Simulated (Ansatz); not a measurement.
## Effect of ↑↓ start, q = (1/2, 1/2, 0), 4 atoms on CoPt

Base system: CoPt (space group P4/mmm, No. 123; a = 2.659 Å, c = 3.662 Å; ferromagnetic).

Perturbation: the moments start antiparallel in the pattern ↑↓ in a 4-atom cell (cell doubled with q = (1/2, 1/2, 0) in the reciprocal basis of the base), and the cell is relaxed again.

The values are results of PBEsol (Ansatz, an electronic-structure program; PAW; 420 eV plane waves; without spin-orbit coupling), not measurements. Γ-centred 17×17×13 mesh, Fermi–Dirac width 0.05 eV.

The lattice parameter a stays 2.659 Å and the c/a ratio stays 1.377. The space group (of the atoms, moments ignored) is still P4/mmm (No. 123) and the shortest interatomic distance is still 2.625 Å. The energy is nearly the same (to 0.01 eV only: unlike meshes or grids) and the band gap remains zero. The magnetic state stays ferromagnetic and the largest site moment is still 1.87 μB.

Final structure:

```xyz
2
Lattice="2.6594 0.0000 0.0000 0.0000 2.6594 0.0000 0.0000 0.0000 3.6620" Properties=species:S:1:pos:R:3 pbc="T T T"
Co     1.3297     1.3297     1.8310
Pt     0.0000     0.0000     0.0000
```

Other magnetic orders, which the real material may have, were not ruled out. Whether these cells are dynamically stable was not tested. Seeded moments were not kept for ↑↓ start, q = (1/2, 1/2, 0), 4 atoms.
